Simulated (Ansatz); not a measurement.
PbS:

```
Pb S
1.0
     2.07995   -5.99130    0.00000
     2.07995    5.99130    0.00000
     0.00000    0.00000    4.27932
Pb S
2 2
Direct
  0.13056 0.86944 0.25000
  0.86944 0.13056 0.75000
  0.35480 0.64520 0.25000
  0.64520 0.35480 0.75000
```

Measurements of this composition are mostly on another form, of space group No. 225.

```yaml
Program: Ansatz 0.2.0
Task: relaxation of cell and atoms
Functional: B3LYP
Potentials_or_basis: Ansatz PAW
Cutoff: "420 eV (not typed: the program's choice for these potentials)"
k_mesh: 4 × 4 × 3
Occupations: fermi-dirac, width 0.05 eV
Spin: no spin polarisation
```

At the start: volume 26.66 Å³/atom.

Task: Where does the relaxation end?

Result: It ends after 14 steps and the volume is 32.80 Å³/atom (+23.0 %); space group Cmcm (No. 63, to 0.05 Å).

Step by step:
```
step  energy change (eV)  largest force (eV/Å)  volume (Å³)
   1              0.0000                0.0701       106.65
   2             -0.0837                0.0743       118.13
   3             -0.0995                0.0206       118.86
   4             -0.1056                0.0540       120.97
   5             -0.1078                0.0500       122.81
   6             -0.1088                0.0146       124.41
   7             -0.1089                0.0022       124.90
   8             -0.1119                0.0019       124.90
   9             -0.1124                0.0039       126.41
  10             -0.1126                0.0002       127.31
  11             -0.1127                0.0034       129.21
  12             -0.1127                0.0033       130.24
  13             -0.1126                0.0040       131.22
  14             -0.1131                0.0040       131.22
```

Final structure:
```yaml
crystal:
  lattice:
    - [2.13698, -7.11191, 0.00000]
    - [2.13698, 7.11191, 0.00000]
    - [0.00000, 0.00000, 4.31686]
  atoms:
    - { symbol: Pb, position: [0.15032, 0.84968, 0.25000] }
    - { symbol: Pb, position: [0.84968, 0.15032, 0.75000] }
    - { symbol: S, position: [0.33993, 0.66007, 0.25000] }
    - { symbol: S, position: [0.66007, 0.33993, 0.75000] }
```

Caveat: the k mesh is coarse (spacing up to 0.49 Å⁻¹), so the values aren't converged, least of all with exact exchange; the volume moved by over 15 % at a fixed basis, so the end points are rough; the plane-wave basis is chosen anew once the cell has moved, so the energies of steps on either side of that aren't comparable; the PAW data sets come from PBE, with cores solved anew for the run's functional, which leaves a small shift of forces and pressure.
